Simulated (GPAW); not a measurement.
# AlCo (Pm-3m) in GPAW: further runs

The runs below take AlCo through relaxation of cell and atoms, with BLYP, AM05.

Everything below comes from runs of GPAW 26.7.0. Logs are shortened: lines on timing, memory, paths and dates and some standing lists are left out, and cuts for length are marked. The log counts tension as positive stress, the text compression.

### 1 The crystal as given

Symmetry: Pm-3m, No. 221, cubic system. The conventional cell has a = 2.819 Å, b = 2.819 Å, c = 2.819 Å, α = 90.00°, β = 90.00°, γ = 90.00°. Co (site symmetry m-3m) has 8 Al at 2.44 Å as nearest neighbours. Al (site symmetry m-3m) has 8 Co at 2.44 Å as nearest neighbours.

The cell is a database's computed one.

### 2 Relaxation of cell and atoms, BLYP, collinear spin, ferromagnetic start

The input, run.py:

```python
from ase.filters import FrechetCellFilter
from ase.io import read, write
from ase.optimize import BFGS
from gpaw import GPAW, PW, setup_paths

setup_paths.insert(0, '.')

atoms = read('POSCAR')
atoms.set_initial_magnetic_moments([2.0, 0.0])

calc = GPAW(mode=PW(600),
            xc='BLYP',
            kpts={'size': (8, 8, 8), 'gamma': True},
            occupations={'name': 'fermi-dirac', 'width': 0.05},
            nbands=15,
            convergence={'density': 1e-05, 'energy': 1e-05},
            eigensolver='davidson',
            maxiter=150,
            txt='gpaw.txt')
atoms.calc = calc
opt = BFGS(FrechetCellFilter(atoms), trajectory='relax.traj', logfile='-')
done = opt.run(fmax=0.02, steps=60)
calc.write('gs.gpw')
write('result.traj', atoms)
print('Converged:', done)
print('Cell:', atoms.cell.cellpar().round(4))
print('Volume:', round(atoms.get_volume(), 4))
print(atoms.get_scaled_positions().round(5))
```

The input, POSCAR:

```
AlCo
1.0
    2.8194032100      0.0000000000      0.0000000000
    0.0000000000      2.8194032100      0.0000000000
    0.0000000000      0.0000000000      2.8194032100
Co Al
1 1
Direct
    0.5000000000      0.5000000000      0.5000000000
    0.0000000000      0.0000000000      0.0000000000
```

Potentials or basis: PAW data sets generated in the run's folder for this functional, pw.

Launch:

```console
$ gpaw-setup -f BLYP Al Co
$ OMP_NUM_THREADS=1 python run.py
```

gpaw.txt:

```text
__  _  _
 | _ |_)|_||  |
 |__||  | ||/\| - 26.7.0

Input parameters:
  mode=PW(ecut=600.0),
  convergence={'density': 1e-05, 'energy': 1e-05},
  eigensolver=Davidson(niter=2),
  kpts=MonkhorstPack(size=(8, 8, 8), gamma=True),
  maxiter=150,
  nbands=15,
  occupations=Occupations(name='fermi-dirac', width=0.05),
  xc=XC(name='BLYP')

Diagonalizing LCAO Hamiltonian
Converting LCAO to pw mode
   .------.
  /|      |
 * |  Co  |
 | .------.
 |/      /
 Al-----*

Atoms  # Å, Bohr magnetons
|   | symbol |        x |        y |        z |    initial magnetic moments |
|---|--------|----------|----------|----------|-----------------------------|
| 0 |     Co | 1.409702 | 1.409702 | 1.409702 | ( 0.0000,  0.0000,  2.0000) |
| 1 |     Al | 0.000000 | 0.000000 | 0.000000 | ( 0.0000,  0.0000,  0.0000) |

Unit cell  # Å
| periodic |        x |        y |        z |  lengths |    angles |
|----------|----------|----------|----------|----------|-----------|
|      yes | 2.819403 | 0.000000 | 0.000000 | 2.819403 | 90.000000 |
|      yes | 0.000000 | 2.819403 | 0.000000 | 2.819403 | 90.000000 |
|      yes | 0.000000 | 0.000000 | 2.819403 | 2.819403 | 90.000000 |

Number of symmetries: 48
Symmetry operations  # r_c * U_cc + t_c -> r_c
|    | kind |            matrix            |
|----|------|------------------------------|
|  0 |  E   |  1, 0, 0,  0, 1, 0,  0, 0, 1 |
|  1 |  σ   |  1, 0, 0,  0, 1, 0,  0, 0,-1 |
|  2 |  σ   |  1, 0, 0,  0, 0, 1,  0, 1, 0 |
|  3 |  C4  |  1, 0, 0,  0, 0, 1,  0,-1, 0 |
|  4 |  C4  |  1, 0, 0,  0, 0,-1,  0, 1, 0 |
|  5 |  σ   |  1, 0, 0,  0, 0,-1,  0,-1, 0 |
|  6 |  σ   |  1, 0, 0,  0,-1, 0,  0, 0, 1 |
|  7 |  C2  |  1, 0, 0,  0,-1, 0,  0, 0,-1 |
|  8 |  σ   |  0, 1, 0,  1, 0, 0,  0, 0, 1 |
[... 171 lines left out ...]
SCF iterations
|iter     | |      energy | eigst |  dens |  magmom |
|---------|-|-------------|-------|-------|---------|
|iter:   1| |  -10.704492 | +0.58 |       |  +2.0072|
|iter:   2| |  -10.642802 | -0.73 | -0.70 |  +1.9345|
|iter:   3| |  -10.752738 | -2.08 | -0.76 |  +1.4393|
|iter:   4| |  -10.901322 | -1.87 | -0.90 |  +0.6352|
|iter:   5| |  -10.954874 | -2.40 | -1.33 |  +0.1069|
|iter:   6| |  -10.959263 | -3.40 | -1.62 |  +0.1317|
|iter:   7| |  -10.962803 | -3.80 | -1.99 |  +0.1098|
|iter:   8| |  -10.967064 | -3.44 | -2.23 |  +0.0549|
|iter:   9| |  -10.967644 | -4.30 | -2.84 |  +0.0404|
|iter:  10| |  -10.967899 | -4.54 | -2.98 |  +0.0156|
|iter:  11| |  -10.967937 | -5.05 | -3.45 |  +0.0044|
|iter:  12| |  -10.967939c| -5.85 | -3.86 |  +0.0012|
|iter:  13| |  -10.967939c| -6.58 | -4.33 |  -0.0001|
|iter:  14| |  -10.967939c| -7.60c| -5.07c|  -0.0001|
[... 49 lines left out ...]
Stress tensor  # eV/Ang^3
|         x |         y |         z |
|-----------|-----------|-----------|
| -0.073357 |  0.000000 |  0.000000 |
|  0.000000 | -0.073357 |  0.000000 |
|  0.000000 |  0.000000 | -0.073357 |

Forces  # eV/Ang
|        x |        y |        z |
|----------|----------|----------|
| -0.00000 |  0.00000 |  0.00000 |  # Co   0
| -0.00000 | -0.00000 | -0.00000 |  # Al   1

Interpolating wave functions to new cell

           Co

       Al

Atoms  # Å, Bohr magnetons
|   | symbol |         x |         y |         z |    initial magnetic moments |
|---|--------|-----------|-----------|-----------|-----------------------------|
| 0 |     Co |  1.418003 |  1.418003 |  1.418003 | ( 0.0000,  0.0000, -0.0001) |
| 1 |     Al | -0.000000 | -0.000000 | -0.000000 | ( 0.0000,  0.0000,  0.0000) |

Unit cell  # Å
| periodic |         x |         y |        z |  lengths |    angles |
|----------|-----------|-----------|----------|----------|-----------|
|      yes |  2.836006 | -0.000000 | 0.000000 | 2.836006 | 90.000000 |
|      yes | -0.000000 |  2.836006 | 0.000000 | 2.836006 | 90.000000 |
|      yes |  0.000000 |  0.000000 | 2.836006 | 2.836006 | 90.000000 |

Number of symmetries: 48
Symmetry operations  # r_c * U_cc + t_c -> r_c
|    | kind |            matrix            |
|----|------|------------------------------|
|  0 |  E   |  1, 0, 0,  0, 1, 0,  0, 0, 1 |
|  1 |  σ   |  1, 0, 0,  0, 1, 0,  0, 0,-1 |
|  2 |  σ   |  1, 0, 0,  0, 0, 1,  0, 1, 0 |
|  3 |  C4  |  1, 0, 0,  0, 0, 1,  0,-1, 0 |
|  4 |  C4  |  1, 0, 0,  0, 0,-1,  0, 1, 0 |
|  5 |  σ   |  1, 0, 0,  0, 0,-1,  0,-1, 0 |
|  6 |  σ   |  1, 0, 0,  0,-1, 0,  0, 0, 1 |
|  7 |  C2  |  1, 0, 0,  0,-1, 0,  0, 0,-1 |
|  8 |  σ   |  0, 1, 0,  1, 0, 0,  0, 0, 1 |
[... 171 lines left out ...]
SCF iterations
|iter     | |      energy | eigst |  dens |  magmom |
|---------|-|-------------|-------|-------|---------|
|iter:   1| |  -11.016454 |       |       |  -0.0001|
[... 21 lines left out ...]
  Spinorbit:         0.000000
  ----------------------------
  Free energy:     -10.998612
  Extrapolated:    -10.994476
[... 34 lines left out ...]
Stress tensor  # eV/Ang^3
|         x |         y |         z |
|-----------|-----------|-----------|
| -0.050391 |  0.000000 |  0.000000 |
|  0.000000 | -0.050391 |  0.000000 |
|  0.000000 |  0.000000 | -0.050391 |

Forces  # eV/Ang
|        x |        y |        z |
|----------|----------|----------|
|  0.00000 |  0.00000 |  0.00000 |  # Co   0
| -0.00000 | -0.00000 | -0.00000 |  # Al   1

Interpolating wave functions to new cell

           Co

       Al

Atoms  # Å, Bohr magnetons
|   | symbol |        x |         y |         z |    initial magnetic moments |
|---|--------|----------|-----------|-----------|-----------------------------|
| 0 |     Co | 1.437483 |  1.437483 |  1.437483 | ( 0.0000,  0.0000, -0.0000) |
| 1 |     Al | 0.000000 | -0.000000 | -0.000000 | ( 0.0000,  0.0000,  0.0000) |

Unit cell  # Å
| periodic |         x |         y |         z |  lengths |    angles |
|----------|-----------|-----------|-----------|----------|-----------|
|      yes |  2.874966 | -0.000000 | -0.000000 | 2.874966 | 90.000000 |
|      yes | -0.000000 |  2.874966 |  0.000000 | 2.874966 | 90.000000 |
|      yes | -0.000000 | -0.000000 |  2.874966 | 2.874966 | 90.000000 |

Number of symmetries: 48
Symmetry operations  # r_c * U_cc + t_c -> r_c
|    | kind |            matrix            |
|----|------|------------------------------|
|  0 |  E   |  1, 0, 0,  0, 1, 0,  0, 0, 1 |
|  1 |  σ   |  1, 0, 0,  0, 1, 0,  0, 0,-1 |
|  2 |  σ   |  1, 0, 0,  0, 0, 1,  0, 1, 0 |
|  3 |  C4  |  1, 0, 0,  0, 0, 1,  0,-1, 0 |
|  4 |  C4  |  1, 0, 0,  0, 0,-1,  0, 1, 0 |
|  5 |  σ   |  1, 0, 0,  0, 0,-1,  0,-1, 0 |
|  6 |  σ   |  1, 0, 0,  0,-1, 0,  0, 0, 1 |
|  7 |  C2  |  1, 0, 0,  0,-1, 0,  0, 0,-1 |
|  8 |  σ   |  0, 1, 0,  1, 0, 0,  0, 0, 1 |
[... 171 lines left out ...]
SCF iterations
|iter     | |      energy | eigst |  dens |  magmom |
|---------|-|-------------|-------|-------|---------|
|iter:   1| |  -11.154290 |       |       |  -0.0000|
|iter:   2| |  -11.067153 | -2.59 | -1.22 |  -0.0000|
|iter:   3| |  -11.020213 | -2.22 | -1.42 |  -0.0000|
|iter:   4| |  -11.020803 | -4.18 | -2.09 |  -0.0000|
|iter:   5| |  -11.022300 | -3.70 | -2.18 |  -0.0000|
|iter:   6| |  -11.022538 | -3.96 | -2.79 |  -0.0000|
|iter:   7| |  -11.022556 | -4.48 | -3.53 |  -0.0000|
|iter:   8| |  -11.022550c| -5.20 | -3.59 |  -0.0000|
|iter:   9| |  -11.022550c| -5.84 | -4.49 |  -0.0000|
|iter:  10| |  -11.022550c| -6.42 | -5.00 |  -0.0000|
|iter:  11| |  -11.022550c| -6.97 | -5.14c|  -0.0000|
|iter:  12| |  -11.022550c| -7.59c| -5.31c|  -0.0000|

Converged in 12 steps
Energy contributions relative to reference atoms: (reference = -44519.417381)

Energy contributions:
  Kinetic:          19.516214
  Coulomb:         -14.451722
  Zero:             -0.065716
  External:          0.000000
  Xc:              -16.016675
  Entropy:          -0.009302
  Spinorbit:         0.000000
  ----------------------------
  Free energy:     -11.027201
  Extrapolated:    -11.022550
[... 34 lines left out ...]
Stress tensor  # eV/Ang^3
|         x |         y |         z |
|-----------|-----------|-----------|
| -0.003260 | -0.000000 |  0.000000 |
| -0.000000 | -0.003260 |  0.000000 |
|  0.000000 |  0.000000 | -0.003260 |

Forces  # eV/Ang
|        x |       y |       z |
|----------|---------|---------|
| -0.00000 | 0.00000 | 0.00000 |  # Co   0
|  0.00000 | 0.00000 | 0.00000 |  # Al   1

Interpolating wave functions to new cell

           Co

       Al

Atoms  # Å, Bohr magnetons
|   | symbol |        x |         y |         z |    initial magnetic moments |
|---|--------|----------|-----------|-----------|-----------------------------|
| 0 |     Co | 1.438901 |  1.438901 |  1.438901 | ( 0.0000,  0.0000, -0.0000) |
| 1 |     Al | 0.000000 | -0.000000 | -0.000000 | ( 0.0000,  0.0000,  0.0000) |

Unit cell  # Å
| periodic |         x |         y |        z |  lengths |    angles |
|----------|-----------|-----------|----------|----------|-----------|
|      yes |  2.877802 | -0.000000 | 0.000000 | 2.877802 | 90.000000 |
|      yes | -0.000000 |  2.877802 | 0.000000 | 2.877802 | 90.000000 |
|      yes | -0.000000 |  0.000000 | 2.877802 | 2.877802 | 90.000000 |

Number of symmetries: 48
Symmetry operations  # r_c * U_cc + t_c -> r_c
|    | kind |            matrix            |
|----|------|------------------------------|
|  0 |  E   |  1, 0, 0,  0, 1, 0,  0, 0, 1 |
|  1 |  σ   |  1, 0, 0,  0, 1, 0,  0, 0,-1 |
|  2 |  σ   |  1, 0, 0,  0, 0, 1,  0, 1, 0 |
|  3 |  C4  |  1, 0, 0,  0, 0, 1,  0,-1, 0 |
|  4 |  C4  |  1, 0, 0,  0, 0,-1,  0, 1, 0 |
|  5 |  σ   |  1, 0, 0,  0, 0,-1,  0,-1, 0 |
|  6 |  σ   |  1, 0, 0,  0,-1, 0,  0, 0, 1 |
|  7 |  C2  |  1, 0, 0,  0,-1, 0,  0, 0,-1 |
|  8 |  σ   |  0, 1, 0,  1, 0, 0,  0, 0, 1 |
[... 171 lines left out ...]
SCF iterations
|iter     | |      energy | eigst |  dens |  magmom |
|---------|-|-------------|-------|-------|---------|
|iter:   1| |  -11.023307 |       |       |  -0.0000|
|iter:   2| |  -11.022943 | -4.41 | -2.37 |  -0.0000|
|iter:   3| |  -11.022800 | -4.48 | -2.56 |  -0.0000|
|iter:   4| |  -11.022802 | -6.35 | -3.22 |  -0.0000|
|iter:   5| |  -11.022813c| -5.93 | -3.32 |  -0.0000|
|iter:   6| |  -11.022817c| -6.23 | -3.97 |  -0.0000|
|iter:   7| |  -11.022817c| -6.79 | -4.64 |  -0.0000|
|iter:   8| |  -11.022817c| -7.49c| -4.73 |  -0.0000|
|iter:   9| |  -11.022817c| -8.17c| -5.71c|  -0.0000|

Converged in 9 steps
Energy contributions relative to reference atoms: (reference = -44519.417381)

Energy contributions:
  Kinetic:          19.241533
  Coulomb:         -14.236408
  Zero:             -0.065721
  External:          0.000000
  Xc:              -15.957529
  Entropy:          -0.009382
  Spinorbit:         0.000000
  ----------------------------
  Free energy:     -11.027508
  Extrapolated:    -11.022817
[... 34 lines left out ...]
Stress tensor  # eV/Ang^3
|         x |         y |         z |
|-----------|-----------|-----------|
| -0.000144 |  0.000000 |  0.000000 |
|  0.000000 | -0.000144 |  0.000000 |
|  0.000000 |  0.000000 | -0.000144 |

Forces  # eV/Ang
|       x |        y |        z |
|---------|----------|----------|
| 0.00000 | -0.00000 | -0.00000 |  # Co   0
| 0.00000 |  0.00000 |  0.00000 |  # Al   1

# Writing to gs.gpw (mode='')
```

Wall time 55 s (1 thread of Arm Neoverse V2, shared host); peak memory 0.21 GiB.

Results:

```yaml
Free_energy: -11.0275 eV
Relaxed_volume: 11.92 Å³/atom
Relaxed_cell: a = 2.878 Å, b = 2.878 Å, c = 2.878 Å, α = 90.00°, β = 90.00°, γ = 90.00°
Space_group_after_relaxing_to_0.05_Å: Pm-3m (No. 221)
Energy_gained_by_relaxing: 27.4 meV/atom
Ionic_steps: 4
Pressure_after_relaxing: 0.0 GPa
Band_gap_on_the_k_mesh: none (metal or under the smearing width)
Net_moment: 0.00 μB per cell
```

The path:
```
step  energy change (eV)  largest force (eV/Å)  pressure (GPa)  volume (Å³)
   1              0.0000                0.0000           11.75        22.41
   2             -0.0265                0.0000            8.07        22.81
   3             -0.0546                0.0000            0.52        23.76
   4             -0.0549                0.0000            0.02        23.83
```

Final structure:
```
CELL_PARAMETERS angstrom
2.87780 0.00000 0.00000
0.00000 2.87780 0.00000
0.00000 0.00000 2.87780
ATOMIC_POSITIONS crystal
Co 0.50000 0.50000 0.50000
Al 0.00000 0.00000 0.00000
```

Caveat: each step starts from the last one's moments, so a moment once lost doesn't come back; the starting moments collapsed, and a magnetic state may lie lower; later steps reuse the first step's grids.

(Part 1 of 2 ends here.)
